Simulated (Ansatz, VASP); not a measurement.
**Se: VASP beside Ansatz**

```xyz
2
Lattice="0.0000 3.2491 3.2491 3.2491 0.0000 3.2491 3.2491 3.2491 0.0000" Properties=species:S:1:pos:R:3 pbc="T T T"
Se    0.8123    0.8123    0.8123
Se    5.6858    5.6858    5.6858
```

Alike in both runs: task single point; functional RPBE; k mesh 10 × 10 × 10; occupations fermi-dirac, width 0.1 eV; no spin polarisation.

|  | VASP | Ansatz |
| --- | --- | --- |
| version | VASP 6.6.1 | Ansatz 0.2.0 |
| potentials or method | VASP PAW PBE potentials, release 64 (Se) | plane waves (420 eV) with PAW, scalar-relativistic |
| plane-wave cutoff (eV) | 520 | 420 |
| valence electrons in the cell | 12 | 32 |

```tsv
	VASP	Ansatz	Ansatz less VASP
pressure (GPa)	-1.3	-1.3	+0.01
```

The two sets of potentials don't hold the same shells in valence.

Caveats: the PAW data sets were made with another functional, which shifts forces and pressure a little (VASP).
